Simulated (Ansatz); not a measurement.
**SnO₂: the gap under strain**

SnO₂, P4_2/mnm, a = 4.768 Å, c = 3.212 Å. Ansatz: PBEsol, PAW, 420 eV, Γ-centred 6×6×8 mesh on 6 atoms, Gaussian smearing 0.02 eV; no spin polarisation. Series: biaxial strain in the a-b plane, c and atoms relaxed; x is the strain in per cent. The gap is sought over the whole zone.

```tsv
x (%)	gap y (eV)
-4.5	1.353
-3.0	1.203
-1.5	1.058
0.0	0.920
1.5	0.797
3.0	0.696
4.5	?
```

Problem. Fit y = E0 + c1 x + c2 x² to the other rows, give the deformation potential for this strain, and predict the missing gap.

Solution. Least squares on the rows shown. y = 0.9223 − 0.08444 x + 0.002643 x². The deformation potential is 100 c1 = -8.44 eV per unit strain. At x = 4.5 the fit asked for gives 0.596 eV. The run gave 0.620 eV, so the fit is 0.024 eV too low, 3.3 % of the span of the series, against an rms of 0.003 eV on the fitted rows. The row lies outside the fitted range. With a term in x³ added, a fit to the same known rows predicts 0.621 eV, so most of the miss is curvature that the known rows already hold. The records add, with no proof that it causes the miss: the conduction bottom alone leaves its trend there, by 0.03 eV and at the same point of the zone, as when another band takes over that edge.

Semilocal functionals give gaps under the measured ones; changes of the gap mostly carry over better.